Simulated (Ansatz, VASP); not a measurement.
# Cross-check of GaAs between VASP and Ansatz

Wanted: the spread between two codes on one cell, functional and k mesh. The cell is taken from a series of VASP runs on this material, whose earlier steps may have relaxed, scaled or displaced it; both programs get it as it stands.

Main program and level: Ansatz 0.2.0; plane waves, with VASP 6.6.1 beside it; relaxation of cell and atoms at PBEsol.

**1. The structure**

The structure is cubic, space group F-43m (No. 216). The conventional cell has a = 5.654 Å, b = 5.654 Å, c = 5.654 Å, α = 90.00°, β = 90.00°, γ = 90.00°. Nearest to As lie 4 Ga at 2.45 Å. Ga has 4 As at 2.45 Å nearest. Farther neighbours are not listed.

**2. Ansatz: relaxation of cell and atoms, PBEsol**

Ansatz runs on its default PAW (the set named soft_2) files.

The relaxed volume is the usual yardstick between codes: its relative difference is about their pressure difference at one cell divided by the bulk modulus.

File input.yaml:

```yaml
crystal:
  lattice:
    - [0.0, 2.82685, 2.82685]
    - [2.82685, 0.0, 2.82685]
    - [2.82685, 2.82685, 0.0]
  atoms:
    - { symbol: As, position: [0.75, 0.75, 0.75] }
    - { symbol: Ga, position: [0.0, 0.0, 0.0] }
hamiltonian:
  xc: pbesol
  pseudopotentials: { kind: paw }
kpoints:
  mp_grid: { grid: [6, 6, 6] }
scf:
  occupations: { method: gaussian, width: 0.03 }
relax:
  f_tol: 0.01
  max_steps: 60
  cell: { stress_tol: 0.05 }
output:
  forces: true
  stress: true
  write_density: true
  write_potential: true
  elf: true
  volumetric_format: npy
```

On the command line:

```console
$ ansatz run input.yaml --threads 4 --pin off --max-ram 9216MiB --backend cpu --events-out ev --progress --plain --runs-dir out
```

Numbers of over 12 decimals in the logs are rounded to 6 here.

The log of the run:

```text
Engine: ansatz 0.2.0, aarch64-unknown-linux-gnu
Pseudopotentials: kind: paw
Pseudopotential: As, paw, valence charge 15, recommended cutoff 420 eV (normal), As.paw.azcp
Pseudopotential: Ga, paw, valence charge 13, recommended cutoff 420 eV (normal), Ga.paw.azcp
Functional definition: PBEsol
  exchange = pbesol_x
  correlation = pbesol_c
Crystal: 2 atoms, lattice volume = 45.179 Å³
Basis set: ecut = 420 eV, 893 PW (Γ), exchange–correlation on 54×54×54 points (8 copies of the dense FFT grid, shifted against one another)
Bands: 18, of which v1, the nominal top of the filled ones, is band 14 counted from 1 (13 counted from 0)
Symmetry: 24 space group operations
Space group: F-43m (ITA 216), of the structure as read, at distance tolerance 3.6e-5 Å
k-points: 16 of 216 (time reversal used)
Non-local potential: As, projectors of the file, l = 0: 2, l = 1: 2, l = 2: 3, l = 3: 1
Non-local potential: Ga, projectors of the file, l = 0: 2, l = 1: 2, l = 2: 3, l = 3: 1
PAW form: soft (Blöchl's): semilocal exchange-correlation on the pseudo side does not see the compensation charge
PAW frozen core: As, regenerated for the run's functional, and the local potential with it (the file was generated under x = pbe(κ = 0.804, μ = 0.219515), c = pbe(β = 0.066725))
PAW frozen core: Ga, regenerated for the run's functional, and the local potential with it (the file was generated under x = pbe(κ = 0.804, μ = 0.219515), c = pbe(β = 0.066725))
PAW one-centre angular grid: As, 590 points (default); XC on 64 Gauss nodes
PAW one-centre angular grid: Ga, 590 points (default); XC on 64 Gauss nodes
Initial density: superposition of atomic densities (neutral atoms: chi_scale 0, normalization atom), corrected by the library's trained network
Initial wavefunctions: pseudopotential atomic-orbital guess
Functional: x = pbesol(κ = 0.804, μ = 0.123457), c = pbesol(β = 0.046)
SCF iter   1: F=—  HF=-8556.836036 eV  |F-HF|=—  |Δ(HF+E_count)|=         —  Δρ=2.80e-3  dr2=5.85e-3  ethr=1.77e-3  ⟨swp⟩=5.9  Hψ=1330  notcnv=0
preconditioner: auto → none  [insulator: Δε(μ)=0.429 eV  Ē_g=15.398 eV  σ=0.030 eV  W_gap=1.00  n_scr=14 (ndim 8)  ℏωp=23.4 eV  f_vac=0.086  D(μ)=0.00/eV (n_scr^D=0)  ε∞_Penn≈3.3]
SCF iter   2: F=—  HF=-8556.833442 eV  |F-HF|=—  |Δ(HF+E_count)|=   2.59e-3  Δρ=9.67e-4  dr2=4.18e-4  ethr=2.09e-5  ⟨swp⟩=2.3  Hψ=590  notcnv=0
SCF iter   3: F=—  HF=-8556.833485 eV  |F-HF|=—  |Δ(HF+E_count)|=   4.26e-5  Δρ=3.72e-4  dr2=6.32e-5  ethr=1.49e-6  ⟨swp⟩=2.0  Hψ=432  notcnv=0
SCF iter   4: F=—  HF=-8556.833487 eV  |F-HF|=—  |Δ(HF+E_count)|=   2.61e-6  Δρ=1.81e-4  dr2=9.71e-6  ethr=2.26e-7  ⟨swp⟩=2.0  Hψ=432  notcnv=0
SCF iter   5: F=—  HF=-8556.833492 eV  |F-HF|=—  |Δ(HF+E_count)|=   4.86e-6  Δρ=3.25e-5  dr2=2.64e-7  ethr=3.47e-8  ⟨swp⟩=2.0  Hψ=432  notcnv=0
SCF iter   6: F=-8556.833492 eV  HF=-8556.833492 eV  |F-HF|=1.15e-9  |Δ(HF+E_count)|=   2.90e-7  Δρ=2.08e-6  dr2=1.36e-9  ethr=3.57e-10  ⟨swp⟩=7.9  Hψ=1555  notcnv=0
SCF 1 converged in 6 iterations: F = -8556.833492 eV  dr2 = 1.36e-9
  greatest PAW one-centre occupation: 0.999 electrons in one spin orbital (limit 2), on the As atom at site 0 (counted from 0), in its partial waves of l = 2
relax step   1: F+E_penalty+E_count = -8556.83349228 eV  Δ(F+E_penalty+E_count) = +0.000e0 eV  max|allowed force component| = 1.203e-16 eV/Å  Δτ_max = 0.0000 Å  P = +0.170 GPa  Ω = 45.179 Å³  (6 SCF iters, dr2 threshold 1.00e-7 eV, accepted)
[...]
relax step   2: F+E_penalty+E_count = -8556.83353180 eV  Δ(F+E_penalty+E_count) = -3.952e-5 eV  max|allowed force component| = 2.241e-17 eV/Å  Δτ_max = 0.0000 Å  P = +0.030 GPa  Ω = 45.270 Å³  energy of the carried Pulay correction = -1.696e-5 eV  (3 SCF iters, dr2 threshold 7.27e-8 eV, accepted)
[...]
relax step   3: F+E_penalty+E_count = -8556.83353862 eV  Δ(F+E_penalty+E_count) = -6.821e-6 eV  max|allowed force component| = 1.908e-17 eV/Å  Δτ_max = 0.0000 Å  P = +0.030 GPa  Ω = 45.270 Å³  stress off target by 3.04e-2 GPa  SCF on the basis re-selected at this cell (its energy is not comparable with the rows above)  (5 SCF iters)
basis re-selected at this cell: Δ(F+E_penalty+E_count) = -6.821e-6 eV, ΔP = +0.001 GPa vs the last step (what re-selecting the basis moved, of the pressure what is left beyond the Pulay correction that the steps carried, after the strain that the cell walked since its last selection, with what the two solves' SCF thresholds leave and, on support functions, any second-order correction that the steps lacked; it is no m [...]
SCF converged after 5 iterations
Free energy (F): -8556.833539 eV
Harris-Foulkes:  -8556.833539 eV  (|F-HF|=1.82e-12)
Internal energy: -8556.833539 eV  (E = F + TS)
E sigma→0 (E₀):  -8556.833539 eV
Fermi energy:    8.245152 eV
--- Per-component energies (eV) ---
  E_band       = -316.641789
  E_kinetic    = 219.437407
  E_local      = -3922.109500  (includes V_loc(G=0)·N_el)
  E_nonlocal   = -242.187455
  E_hartree    = 1973.229581
  E_xc         = -147.197434
  E_vxc        = -137.382958  (∫ρ·V_xc dr)
  E_paw        = -3742.906390  (= ΣΔE_a)
  E_vpaw       = -180.858315  (= ΣTr[D̂ρ^β])
  E_aug_tail   = -0.000138  (compensation charges beyond the density's cutoff)
  E_ewald      = -2696.929017
  E_core_change = 1.829407  (= ΣΔE_core)
  E_smearing   = -0.000000  (= −TS)
  E_closure    = -0.000000  (closes the sum)
  Σ components = -8556.833539   (vs F -8556.833539, Δ=0.00e0)
--- Forces (eV/Å), atoms counted from 1 ---
  atom   1  As     0.00000000     0.00000000    -0.00000000
  atom   2  Ga    -0.00000000    -0.00000000     0.00000000
  max |Σ_I F_I| component: 3.59e-17 eV/Å
--- Stress (GPa, compression-positive) ---
        0.030432      -0.000000      -0.000000
       -0.000000       0.030432       0.000000
       -0.000000       0.000000       0.030432
  P = ⅓ Tr σ = 0.0304 GPa (0.304 kbar)
--- Band table (eV; the first three rows and the last of 16) ---
  k-point 0: bands = [... 10 lower, -4.7067, 8.0322, 8.0322, 8.0322, 8.4558, 11.7248, 11.7248, 11.7248]
  k-point 1: bands = [... 10 lower, -4.3860, 5.2927, 7.6499, 7.6499, 9.5959, 12.2725, 12.2725, 12.6390]
  k-point 2: bands = [... 10 lower, -3.5577, 2.6287, 7.1032, 7.1032, 9.1691, 12.6836, 12.6836, 15.1647]
  k-point 15: bands = [... 10 lower, -2.1580, 1.3357, 4.6645, 4.8063, 11.2131, 11.4233, 15.0678, 15.3699]
--- Relaxed structure (2 steps of the walk, 2 accepted, 1 SCFs on fresh bases) ---
  F+E_penalty+E_count = -8556.83353862 eV   max|allowed force component| = 1.908e-17 eV/Å   (the final SCF, on the basis selected at the relaxed cell)
  cell:  # Å, volume = 45.2696 Å³
    - [0, 2.828735, 2.828735]
    - [2.828735, 0, 2.828735]
    - [2.828735, 2.828735, 0]
  atoms:
    - { symbol: As, position: [0.75, 0.75, 0.75] }
    - { symbol: Ga, position: [0, 0, 0] }
```

Elapsed: 1.3 s, on 4 threads of Arm Neoverse V2, shared host; peak memory 0.34 GiB.

**3. VASP: relaxation of cell and atoms, PBEsol**

The same cell, functional, mesh and smearing now go to VASP, with its own data sets and cutoff.

Lines of VASP's logs that name or quote its potential files are left out, and so is its time.

File INCAR:

```
SYSTEM = GaAs
PREC = Accurate
ENCUT = 450
EDIFF = 1E-06
NELM = 100
ISMEAR = 0
SIGMA = 0.03
LREAL = .FALSE.
ALGO = Normal
GGA = PS
NBANDS = 15
LORBIT = 11
LWAVE = .FALSE.
LCHARG = .FALSE.
KPAR = 2
IBRION = 2
NSW = 50
ISIF = 3
EDIFFG = -0.01
```

File POSCAR:

```
GaAs
1.0
    0.0000000000      2.8268500000      2.8268500000
    2.8268500000      0.0000000000      2.8268500000
    2.8268500000      2.8268500000      0.0000000000
As Ga
1 1
Direct
    0.7500000000      0.7500000000      0.7500000000
    0.0000000000      0.0000000000      0.0000000000
```

File KPOINTS:

```
Automatic mesh
0
Gamma
6 6 6
0 0 0
```

The projector-augmented-wave data sets are As and Ga_d (PBE family, release 64).

On the command line:

```console
$ mpirun -np 2 vasp_std
```

The log of the run:

```text
[banner, memory and clock lines left out]
running    2 mpi-ranks, on    1 nodes
 distrk:  each k-point on    1 cores,    2 groups
 distr:  one band on    1 cores,    1 groups

 POSCAR found type information on POSCAR AsGa
 POSCAR found :  2 types and       2 ions
|                                                                             |
|               ----> ADVICE to this user running VASP <----                  |
|                                                                             |
|     You enforced a specific xc type in the INCAR file but a different       |
|     [... a line on the potential file left out ...]
|     I HOPE YOU KNOW WHAT YOU ARE DOING!                                     |
|                                                                             |

 LDA part: xc-table for (Slater+PW92), standard interpolation
 POSCAR, INCAR and KPOINTS ok, starting setup
 FFT: planning ... GRIDC
 FFT: planning ... GRID_SOFT
 FFT: planning ... GRID
 WAVECAR not read
 entering main loop
       N       E                     dE             d eps       ncg     rms          rms(c)
DAV:   1     0.782743773863E+02    0.78274E+02   -0.85720E+03   496   0.152E+03
DAV:   2    -0.316386536434E+01   -0.81438E+02   -0.77970E+02   550   0.300E+02
DAV:   3    -0.917312961890E+01   -0.60093E+01   -0.59869E+01   578   0.659E+01
DAV:   4    -0.926893086248E+01   -0.95801E-01   -0.95786E-01   564   0.947E+00
DAV:   5    -0.927031077110E+01   -0.13799E-02   -0.13799E-02   592   0.101E+00    0.295E+00
DAV:   6    -0.909885128546E+01    0.17146E+00   -0.24194E-01   726   0.981E+00    0.174E+00
DAV:   7    -0.906622975856E+01    0.32622E-01   -0.62677E-02   703   0.219E+00    0.540E-01
DAV:   8    -0.906441442157E+01    0.18153E-02   -0.98649E-03   613   0.120E+00    0.103E-01
DAV:   9    -0.906458851168E+01   -0.17409E-03   -0.73148E-04   589   0.352E-01    0.432E-02
DAV:  10    -0.906462205977E+01   -0.33548E-04   -0.53560E-05   678   0.756E-02    0.233E-02
DAV:  11    -0.906464404601E+01   -0.21986E-04   -0.26043E-05   522   0.545E-02    0.257E-03
DAV:  12    -0.906464403764E+01    0.83733E-08   -0.90589E-07   506   0.157E-02
   1 F= -.90646440E+01 E0= -.90646440E+01  d E =-.906464E+01
 curvature:   0.00 expect dE= 0.000E+00 dE for cont linesearch  0.000E+00
 trial: gam= 0.00000 g(F)=  0.876E-46 g(S)=  0.341E-03 ort = 0.000E+00 (trialstep = 0.100E+01)
 search vector abs. value=  0.341E-03
 bond charge predicted
       N       E                     dE             d eps       ncg     rms          rms(c)
DAV:   1    -0.906853668195E+01   -0.38926E-02   -0.47201E-02   599   0.403E+00    0.354E-01
DAV:   2    -0.906556945677E+01    0.29672E-02   -0.48844E-03   599   0.151E+00    0.162E-01
DAV:   3    -0.906481868085E+01    0.75078E-03   -0.80965E-04   606   0.539E-01    0.354E-02
DAV:   4    -0.906474904378E+01    0.69637E-04   -0.79169E-05   560   0.120E-01    0.124E-02
DAV:   5    -0.906473824039E+01    0.10803E-04   -0.60744E-06   585   0.329E-02    0.270E-03
DAV:   6    -0.906473810692E+01    0.13347E-06   -0.33388E-07   275   0.801E-03
   2 F= -.90647381E+01 E0= -.90647381E+01  d E =-.940693E-04
 trial-energy change:   -0.000094  1 .order   -0.000068   -0.000341    0.000205
 step:   0.6860(harm=  0.6249)  dis= 0.00000  next Energy=    -9.064769 (dE=-0.125E-03)
 bond charge predicted
       N       E                     dE             d eps       ncg     rms          rms(c)
DAV:   1    -0.906513565486E+01   -0.39741E-03   -0.46118E-03   613   0.125E+00    0.112E-01
DAV:   2    -0.906484159692E+01    0.29406E-03   -0.48785E-04   599   0.487E-01    0.509E-02
DAV:   3    -0.906476898491E+01    0.72612E-04   -0.77536E-05   606   0.167E-01    0.113E-02
DAV:   4    -0.906476255803E+01    0.64269E-05   -0.76031E-06   537   0.363E-02    0.392E-03
DAV:   5    -0.906476169520E+01    0.86283E-06   -0.55268E-07   261   0.104E-02
   3 F= -.90647617E+01 E0= -.90647617E+01  d E =-.117658E-03
 curvature:  -0.30 expect dE=-0.273E-05 dE for cont linesearch -0.273E-05
 trial: gam=-0.13583 g(F)=  0.166E-46 g(S)=  0.897E-05 ort = 0.553E-04 (trialstep = 0.937E+00)
 search vector abs. value=  0.236E-06
 reached required accuracy - stopping structural energy minimisation
```

From OUTCAR (step 3):

```text
ion  position               nearest neighbor table
   1  0.750  0.750  0.750-   2 2.45   2 2.45   2 2.45   2 2.45
   2  0.000  0.000  0.000-   1 2.45   1 2.45   1 2.45   1 2.45

  LATTYP: Found a face centered cubic cell.
 ALAT       =     5.6537000000

 Subroutine GETGRP returns: Found 24 space group operations
 (whereof 24 operations were pure point group operations)

The static configuration has the point symmetry T_d .

 Found     16 irreducible k-points:

   k-points           NKPTS =     16   k-points in BZ     NKDIM =     16   number of bands    NBANDS=     15

   dimension x,y,z NGX =    28 NGY =   28 NGZ =   28
   dimension x,y,z NGXF=    56 NGYF=   56 NGZF=   56

   ENCUT  =  450.0 eV  33.07 Ry    5.75 a.u.   6.91  6.91  6.91*2*pi/ulx,y,z

   NELECT =      18.0000    total number of electrons

 k-points in reciprocal lattice and weights: Automatic mesh
   0.00000000  0.00000000  0.00000000       0.005
   0.16666667  0.00000000  0.00000000       0.037
   0.33333333  0.00000000  0.00000000       0.037
   0.50000000  0.00000000  0.00000000       0.019
   0.16666667  0.16666667  0.00000000       0.028
   0.33333333  0.16666667  0.00000000       0.111
   0.50000000  0.16666667  0.00000000       0.111
  -0.33333333  0.16666667  0.00000000       0.111
  -0.16666667  0.16666667  0.00000000       0.056
[...]
-0.33333333  0.33333333  0.16666667       0.111
  -0.33333333  0.50000000  0.16666667       0.056

 average (electrostatic) potential at core
       1 -50.2233       2 -66.2576

 E-fermi :   3.9116

 k-point     1 :       0.0000    0.0000    0.0000
  band No.  band energies     occupation
    ...
      5     -10.9206      2.00000
      6      -8.9473      2.00000
      7       3.7819      2.00000
      8       3.7819      2.00000
      9       3.7819      2.00000
     10       4.2085      0.00000
     11       7.4629      0.00000
     12       7.4630      0.00000
     13       7.4630      0.00000
     14      11.1567      0.00000
    ...

 k-point     2 :       0.1667    0.0000    0.0000
  band No.  band energies     occupation
    ...
      5     -10.9208      2.00000
      6      -8.6265      2.00000
      7       1.0422      2.00000
      8       3.3990      2.00000
      9       3.3990      2.00000
     10       5.3431      0.00000
     11       8.0108      0.00000
     12       8.0109      0.00000
     13       8.3827      0.00000
     14      12.5372      0.00000
    ...

 k-point     3 :       0.3333    0.0000    0.0000
  band No.  band energies     occupation
    ...
      5     -10.9190      2.00000
      6      -7.7978      2.00000
      7      -1.6232      2.00000
      8       2.8520      2.00000
      9       2.8520      2.00000
     10       4.9142      0.00000
     11       8.4222      0.00000
     12       8.4222      0.00000
     13      10.9121      0.00000
     14      12.3580      0.00000
    ...

  Total        0.0111346      0.0111346      0.0111346     -0.0000000      0.0000000     -0.0000000
  in kB        0.3935195      0.3935195      0.3935195     -0.0000000      0.0000000     -0.0000000
  external PRESSURE =       0.3935195 kB  Pullay stress =       0.0000000 kB

  energy-cutoff  :      450.00
  volume of cell :       45.33
      direct lattice vectors                 reciprocal lattice vectors
     0.000000000  2.830062925  2.830062925    -0.176674517  0.176674517  0.176674517
     2.830062925  0.000000000  2.830062925     0.176674517 -0.176674517  0.176674517
     2.830062925  2.830062925  0.000000000     0.176674517  0.176674517 -0.176674517

 POSITION                                       TOTAL-FORCE (eV/Angst)
 -----------------------------------------------------------------------------------
      4.24509      4.24509      4.24509        -0.000000     -0.000000      0.000000
      0.00000      0.00000      0.00000         0.000000      0.000000     -0.000000
 -----------------------------------------------------------------------------------
    total drift:                               -0.000001     -0.000001     -0.000000

  FREE ENERGIE OF THE ION-ELECTRON SYSTEM (eV)
  ---------------------------------------------------
  free  energy   TOTEN  =        -9.0647616952 eV

  energy  without entropy=       -9.0647616952  energy(sigma->0) =       -9.06476170

 reached required accuracy - stopping structural energy minimisation

 total charge
# of ion       s       p       d       tot
------------------------------------------
    1        1.209   1.594   0.031   2.833
    2        0.880   0.802   9.994  11.676
--------------------------------------------------
tot          2.089   2.396  10.025  14.510

[... 3 further parts left out ...]
```

CONTCAR:

```
GaAs
   1.00000000000000
     0.0000000000000000    2.8300629254150551    2.8300629254150551
     2.8300629254150551    0.0000000000000000    2.8300629254150551
     2.8300629254150551    2.8300629254150551    0.0000000000000000
  As              Ga
     1     1
Direct
     0.7500000000000000    0.7500000000000000    0.7500000000000000
     0.0000000000000000    0.0000000000000000    0.0000000000000000
```

**4. Comparison**

Known differences besides the potentials themselves: both relaxations stop at a tolerance, which leaves soft axes loose, and VASP keeps its plane-wave basis; the data sets hold 28 valence electrons in Ansatz (default PAW (the set named soft_2) files) and 18 in VASP; the cutoff is 420 eV in Ansatz and 450 eV in VASP; Ansatz makes its cores anew for this functional, VASP keeps those of its PBE data sets; VASP leaves aspherical gradient terms in its spheres out (LASPH is not set), Ansatz keeps them; Ansatz adds a Pulay correction to the stress that steers its cell, VASP none. Total energies have different zeros and are not compared.

Compared:

| quantity | Ansatz | VASP | difference |
| --- | --- | --- | --- |
| volume (Å³) | 45.27 | 45.33 | -0.14 % |
| edge a after relaxation, in the typed setting (Å) | 4.000 | 4.002 | -0.05 % |

The walks stopped with 0.03 GPa left in Ansatz and 0.04 GPa in VASP; each walk ends within a tolerance, so the volume difference is uncertain by about these residues over the bulk modulus, most in soft cells.

**5. Results**

```
difference in volume (relaxation of cell and atoms, PBEsol) : -0.14 %
```

**Reading.** The difference in volume is -0.14 % (relaxation of cell and atoms, PBEsol), within the 1.2 % picked in this series as the mark of a large difference, as far as the stopping tolerances let one tell. How closely two codes agree says nothing of how well the functional describes the real material.

[Lines on the potential files, build, host, timing and source positions are cut from VASP's logs without a mark.]

[Logs are printed without paths, hosts, clocks, repeated set-up lines and the standing remarks that a program may print on its own settings, such as how far it seeks lower states.]

[Hosts, paths, dates, database ids (printed as entryN), source tags and the programs' standing remarks are cut or masked in the printed files.]
